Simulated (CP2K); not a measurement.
Runs of CP2K 2026.2 on SnTe. Symmetry: Fm-3m, No. 225, cubic system. Conventional cell: a = 6.302 Å, b = 6.302 Å, c = 6.302 Å, α = 90.00°, β = 90.00°, γ = 90.00°. Around Te (site symmetry m-3m) lie 6 Sn at 3.15 Å. Sn (site symmetry m-3m) is surrounded by 6 Te at 3.15 Å. 

```csv
potentials or basis,ADDED_MOS,pressure (GPa)
"POTENTIAL_UZH Te GTH-PBE-q6, Sn GTH-PBE-q4; TZV2P-MOLOPT-PBE-GTH basis",[10],2.7
"GTH_POTENTIALS Te GTH-PBE-q6, Sn GTH-PBE-q4; TZVP-MOLOPT-SR-GTH basis",[10],3.0
"POTENTIAL_UZH Te GTH-PBE-q6, Sn GTH-PBE-q4; ccGRB-D basis",[10],(a)
"GTH_POTENTIALS Te GTH-PBE-q6, Sn GTH-PBE-q4; DZVP-MOLOPT-SR-GTH basis",[10],3.0
"POTENTIAL_UZH Te GTH-PBE-q6, Sn GTH-PBE-q4; DZVP-MOLOPT-PBE-GTH basis",[10],2.7
"POTENTIAL_UZH Te GTH-PBE-q6, Sn GTH-PBE-q4; TZVP-MOLOPT-PBE-GTH basis",[10],3.0
"GTH_POTENTIALS Te GTH-PBE-q6, Sn GTH-PBE-q4; SZV-MOLOPT-SR-GTH basis",[3],7.1
```

Alike in all rows: task atomic charges; level PBE; no spin polarisation; cell as given; k mesh 7 × 7 × 7; smearing fermi-dirac 0.05 eV.

Q: Estimate the missing entries.

A: (a) 4.4.

Caveats: the basis of atomic orbitals isn't converged, which shifts pressures, moduli and gaps; a minimal basis gives rough bond lengths, pressures and levels (some runs).
